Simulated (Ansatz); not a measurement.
**KCl**

Method: PBE, scalar-relativistic; no spin polarisation; PAW, 420 eV, Γ-centred 10×10×10 mesh, 0.05 eV Gaussian smearing; code Ansatz; PAW files: Ansatz's generated set soft_2.

```xyz
2
Lattice="3.8354 0.0000 0.0000 0.0000 3.8354 0.0000 0.0000 0.0000 3.8354" Properties=species:S:1:pos:R:3 pbc="T T T"
K     0.0000    0.0000    0.0000
Cl    1.9177    1.9177    1.9177
```

The chain of runs began from a cell as deposited in COD, expanded in volume.

The cell above was scaled in volume, its shape and atoms being fixed by the lattice's symmetry. Energies are counted from the cell above.

| V (Å³/atom) | ΔE (meV/atom) | P from the stress (GPa) |
| --- | --- | --- |
| 27.082 | 2.86 | 0.84 |
| 27.646 | 0.69 | 0.40 |
| 28.210 | 0.00 | 0.00 |
| 28.775 | 0.63 | -0.35 |
| 29.339 | 2.44 | -0.67 |

**Question.** Do the energies and the pressures agree? Compare −ΔE/ΔV between neighbouring points (1 meV/Å³ = 0.1602 GPa) with the mean of their pressures.

**Answer.** 
```tsv
interval (Å³/atom)	−ΔE/ΔV (GPa)	mean P (GPa)
27.08 to 27.65	0.6	0.6
27.65 to 28.21	0.2	0.2
28.21 to 28.77	-0.2	-0.2
28.77 to 29.34	-0.5	-0.5
```
They differ by 0.00 GPa at most.

**Question.** What do the two routes give for V0, B0 and B0′?

**Answer.** A third-order Birch–Murnaghan fit of the energies: V0 = 28.21 Å³/atom, B0 = 18.7 GPa, B0′ = 4.8. A polynomial of P in ln V, with B = −dP/d ln V at P = 0: V0 = 28.21 Å³/atom, B0 = 18.7 GPa, B0′ = 4.8.

B0·V0 = 18.7 GPa × 28.21 Å³ = 3.29 eV/atom sets the scale: near the minimum ΔE ≈ ½ B0 V0 x², with x = V/V0 − 1, and a pressure of 0.19 GPa squeezes the volume by about 1 %. At the ends of the curve: x = −4.0 % predicts 2.6 meV/atom and the run gives 2.9; x = +4.0 % predicts 2.6 meV/atom and the run gives 2.4. The curve is steeper than the parabola on the compressed side and flatter on the expanded side: the bulk modulus rises with pressure.

The energy and stress routes describe the same shallow minimum, so Pulay stress from the finite plane-wave basis is evidently small over this range. That is a test of internal consistency, not of how well the functional describes KCl.

The low bulk modulus of 18.7 GPa is typical of a salt of large, singly charged ions, whose Coulomb cohesion is modest for the volume they occupy. The asymmetry of the curve has the same ionic origin: on compression, the Pauli repulsion between the closed shells of K⁺ and Cl⁻ rises much faster than the electrostatic attraction, whereas on expansion it fades and leaves the softer Coulomb term to restore the volume.

The cell is the CsCl-type arrangement, which KCl adopts under pressure; at ambient conditions the stable form is rock salt. The zero-pressure volume and stiffness therefore belong to the high-pressure polymorph and should not be compared directly with ambient measurements. A minimum along this volume path establishes neither its stability against rock salt nor its resistance to shear.
